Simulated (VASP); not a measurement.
NaCl (strained CsCl), PBE single-point calculation: VASP's output and Ansatz's

POSCAR

```
Na Cl
 1.0000000000000000
     3.4595458397000001    0.0000000000000000    0.0000000000000000
     0.0000000000000000    3.4595458397000001    0.0000000000000000
     0.0000000000000000    0.0000000000000000    3.5733648977999999
 Na  Cl
   1   1
Cartesian
  0.0000000000000000  0.0000000000000000  0.0000000000000000
  1.7297729198500000  1.7297729198500000  1.7866824488999997
```

VASP ran with the recommended PBE PAW datasets (14 valence electrons in the cell).

From OUTCAR

```
k-points           NKPTS =     75   k-points in BZ     NKDIM =     75   number of bands    NBANDS=     14

   NELECT =      14.0000    total number of electrons

   dimension x,y,z NGX =    28 NGY =   28 NGZ =   28
   dimension x,y,z NGXF=    56 NGYF=   56 NGZF=   56

  energy-cutoff  :      520.00
  volume of cell :       42.77
      direct lattice vectors                 reciprocal lattice vectors
     3.459545840  0.000000000  0.000000000     0.289055282  0.000000000  0.000000000
     0.000000000  3.459545840  0.000000000     0.000000000  0.289055282  0.000000000
     0.000000000  0.000000000  3.573364898     0.000000000  0.000000000  0.279848274

 k-points in reciprocal lattice and weights: KPOINTS created by Atomic Simulation Env
   0.00000000  0.00000000  0.00000000       0.002
   0.12500000  0.00000000  0.00000000       0.008
   0.25000000  0.00000000  0.00000000       0.008
   0.37500000  0.00000000  0.00000000       0.008
   0.50000000  0.00000000  0.00000000       0.004
   0.12500000  0.12500000  0.00000000       0.008
   0.25000000  0.12500000  0.00000000       0.016
   0.37500000  0.12500000  0.00000000       0.016
   ...

 E-fermi :   0.9833

 k-point     1 :       0.0000    0.0000    0.0000
  band No.  band energies     occupation
      1     -21.6210      2.00000
      2     -21.6210      2.00000
      3     -21.6149      2.00000
      4     -12.9345      2.00000
      5      -0.2136      2.00000
      6       0.0564      2.00000
      7       0.0564      2.00000
      8       4.4357      0.00000
      9       8.9009      0.00000
     10       9.1824      0.00000
     11      15.8389      0.00000
     12      16.2364      0.00000
     13      16.2365      0.00000
     14      16.3573      0.00000

 k-point     2 :       0.1250    0.0000    0.0000
  band No.  band energies     occupation
      1     -21.6277      2.00000
      2     -21.6205      2.00000
      3     -21.6142      2.00000
      4     -12.8819      2.00000
      5      -0.4572      2.00000
      6      -0.1768      2.00000
      7       0.0913      2.00000
      8       4.8764      0.00000
      9       9.1194      0.00000
     10       9.5012      0.00000
     11      14.5218      0.00000
     12      15.0921      0.00000
     13      15.8821      0.00000
     14      16.3602      0.00000

 k-point     3 :       0.2500    0.0000    0.0000
  band No.  band energies     occupation
      1     -21.6436      2.00000
      2     -21.6190      2.00000
      3     -21.6127      2.00000
      4     -12.7499      2.00000
      5      -1.4289      2.00000
      6      -0.0852      2.00000
      7       0.1776      2.00000
      8       5.7669      0.00000
      9       9.6554      0.00000
     10       9.9819      0.00000
     11      13.1690      0.00000
     12      13.7742      0.00000
     13      15.6458      0.00000
     14      16.3061      0.00000

 k-point     4 :       0.3750    0.0000    0.0000
  band No.  band energies     occupation
      1     -21.6595      2.00000
      2     -21.6176      2.00000
      3     -21.6112      2.00000
      4     -12.6100      2.00000
      5      -2.2104      2.00000
      6       0.0103      2.00000
      7       0.2675      2.00000
      8       6.7374      0.00000
      9       9.6217      0.00000
     10      10.4353      0.00000
     11      12.2508      0.00000
     12      12.8742      0.00000
     13      14.3499      0.00000
     14      17.1120      0.00000

 k-point     5 :       0.5000    0.0000    0.0000
  band No.  band energies     occupation
      1     -21.6661      2.00000
      2     -21.6170      2.00000
      3     -21.6106      2.00000
      4     -12.5495      2.00000
      5      -2.5018      2.00000
      6       0.0512      2.00000
      7       0.3059      2.00000
      8       7.3418      0.00000
      9       9.1005      0.00000
     10      10.9761      0.00000
     11      11.9271      0.00000
     12      12.5566      0.00000
     13      13.4509      0.00000
     14      17.3202      0.00000

 k-point     6 :       0.1250    0.1250    0.0000
  band No.  band energies     occupation
      1     -21.6277      2.00000
      2     -21.6262      2.00000
      3     -21.6136      2.00000
      4     -12.8309      2.00000
      5      -0.5104      2.00000
      6      -0.2938      2.00000
      7      -0.1395      2.00000
      8       5.2861      0.00000
      9       9.3451      0.00000
     10       9.7717      0.00000
     11      13.9638      0.00000
     12      14.2954      0.00000
     13      15.3865      0.00000
     14      16.2455      0.00000

 ...

  Total        0.2693653      0.2693653     -0.3848395      0.0000000      0.0000000      0.0000000
  in kB       10.0910573     10.0910573    -14.4169913      0.0000000      0.0000000      0.0000000
  external PRESSURE =       1.9217077 kB  Pullay stress =       0.0000000 kB

 POSITION                                       TOTAL-FORCE (eV/Angst)
 -----------------------------------------------------------------------------------
      0.00000      0.00000      0.00000         0.000000      0.000000      0.000000
      1.72977      1.72977      1.78668         0.000000      0.000000      0.000000
 -----------------------------------------------------------------------------------
    total drift:                               -0.000000      0.000000      0.000000

  FREE ENERGIE OF THE ION-ELECTRON SYSTEM (eV)
  ---------------------------------------------------
  free  energy   TOTEN  =        -6.4614600497 eV

  energy  without entropy=       -6.4614600497  energy(sigma->0) =       -6.46146005
```

The two codes use different PAW datasets and cutoffs. VASP's cell holds 14 valence electrons and Ansatz's 16. Ansatz's stress includes a Pulay correction; VASP's doesn't.

Problem. What does Ansatz give for the same cell and level of theory?

Solution. gap between bands v and c 3.91 eV; least direct gap 4.38 eV; pressure 0.2 GPa.

Ansatz printed

```
SCF 1 converged in 9 iterations: F = -2569.237939 eV  dr2 = 2.50e-8
  greatest PAW one-centre occupation: 0.999 electrons in one spin orbital (limit 2), on the Na atom at site 0 (counted from 0), in its partial waves of l = 0
NSCF: frozen V_eff on 5 k-points
SCF converged after 9 iterations
Free energy (F): -2569.237939 eV
Harris-Foulkes:  -2569.237939 eV  (|F-HF|=1.83e-8)
Internal energy: -2569.237939 eV  (E = F + TS)
E sigma→0 (E₀):  -2569.237939 eV
Fermi energy:    4.420623 eV
--- Per-component energies (eV) ---
  E_band       = -228.804063
  E_kinetic    = 282.865631
  E_local      = -1472.256055  (includes V_loc(G=0)·N_el)
  E_nonlocal   = 143.446771
  E_hartree    = 513.639484
  E_xc         = -147.039747
  E_vxc        = -173.339553  (∫ρ·V_xc dr)
  E_paw        = -922.497087  (= ΣΔE_a)
  E_vpaw       = -36.798128  (= ΣTr[D̂ρ^β])
  E_aug_tail   = 0.000072  (compensation charges beyond the density's cutoff)
  E_ewald      = -967.397008
  E_smearing   = -0.000000  (= −TS)
  E_closure    = 0.000000  (closes the sum)
  Σ components = -2569.237939   (vs F -2569.237939, Δ=0.00e0)
--- Forces (eV/Å), atoms counted from 1 ---
  atom   1  Na    -0.00000000     0.00000000     0.00000000
  atom   2  Cl     0.00000000    -0.00000000     0.00000000
  max |Σ_I F_I| component: 5.15e-30 eV/Å
--- Stress (GPa, compression-positive) ---
        1.060391       0.000000       0.000000
        0.000000       1.060391       0.000000
        0.000000       0.000000      -1.394847
  P = ⅓ Tr σ = 0.2420 GPa (2.420 kbar)
--- Band table (eV; the first three rows and the last of 75) ---
  k-point 0: bands = ["-47.7933", "-19.6925", "-19.6925", "-19.6869", "-11.0059", "1.7131", "1.9838", "1.9838", "6.3630", "10.7770", "11.0524", "17.7700"]
  k-point 1: bands = ["-47.7931", "-19.6921", "-19.6921", "-19.6920", "-10.9622", "1.2565", "2.0117", "2.0117", "6.8253", "11.0612", "11.2123", "16.5880"]
  k-point 2: bands = ["-47.7927", "-19.7042", "-19.6911", "-19.6911", "-10.8533", "0.3850", "2.0806", "2.0806", "7.7698", "11.5135", "11.6759", "15.3649"]
  k-point 74: bands = ["-47.7886", "-19.7236", "-19.7236", "-19.7060", "-10.0984", "0.4957", "0.4957", "0.5959", "9.4731", "9.4731", "9.4855", "14.0884"]
```
